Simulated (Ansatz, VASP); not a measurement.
## One calculation of Sb, two programs

```
Sb
1.0
     2.17211    1.25407    3.74400
    -2.17211    1.25407    3.74400
     0.00000   -2.50813    3.74400
Sb
2
Direct
  0.23364 0.23364 0.23364
  0.76636 0.76636 0.76636
```

Change from the starting cell: equal xx and yy strain of +1 %, crystal datasets.

Alike in both runs: task electric field gradients; functional PBE; k mesh 9 × 9 × 9; occupations fermi-dirac, width 0.05 eV; no spin polarisation.

|  | VASP | Ansatz |
| --- | --- | --- |
| version | VASP 6.6.1 | Ansatz 0.2.0 |
| potentials or method | VASP PAW PBE potentials, release 64 (Sb), cutoff 520 eV | all-electron PAW with datasets made for the crystal, scalar-relativistic |

Ansatz gave:

* pressure (GPa): 1.8
* largest component of the traceless stress (GPa): 0.09
* rms of the force components (eV/Å): 0.064
* Vzz of the field gradient on the site that differs most (V/Å²): -53.0

Question: What did VASP give for the same quantities?

Answer: Pressure (GPa): 1.9; largest component of the traceless stress (GPa): 0.05; rms of the force components (eV/Å): 0.087; Vzz of the field gradient on the site that differs most (V/Å²): -49.0.

Atom by atom the forces differ by 0.023 eV/Å (rms over components). Ansatz ran all-electron here, so the differences hold the error of VASP's frozen core and of both bases. Ansatz warned: «gradients_without_spin_orbit».
